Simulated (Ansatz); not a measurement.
# WC: zone-centre modes under pressure

WC, P-6m2, a = 2.899 Å, c = 2.827 Å. Ansatz: PBEsol, PAW, 420 eV, Γ-centred 18×18×14 mesh on 2 atoms, Fermi-Dirac smearing 0.15 eV; no spin polarisation. Cell and atoms are relaxed at each pressure with the symmetry kept; optical modes at Γ by linear response, in cm⁻¹, matched by rank (the highest 2 distinct ones).

| P (GPa) | V (Å³/atom) | ω1 | ω2 |
| --- | --- | --- | --- |
| 0 | 10.289 | 590.8 | 622.3 |
| 5 | 10.166 | ? | ? |
| 11 | 10.028 | 624.8 | 647.3 |
| 22 | 9.798 | 655.7 | 670.2 |

**Question.** Get each mode's Grüneisen parameter γ = −d ln ω/d ln V from the other rows and predict the missing frequencies.

**Answer.** ln(V/V0) = 0.0000, -0.0120, -0.0257, -0.0489; a line through ln(ω/ω0) of the 3 known rows gives ω1: γ = 2.132 (intercept 0.0004), predicted 606.3, computed 606.7; ω2: γ = 1.517 (intercept 0.0001), predicted 633.8, computed 633.9. The worst miss is 0.1 %, or 2 % of the shift under pressure, so a constant γ serves at that level. In a metal these frequencies hang on the mesh and smearing.

Spin–orbit coupling is left out, which can shift energies with elements as heavy as these.

Cost: 4 runs of about 2.6 core-minutes in all, on Intel Xeon 6975P-C (Granite Rapids) (shared hosts).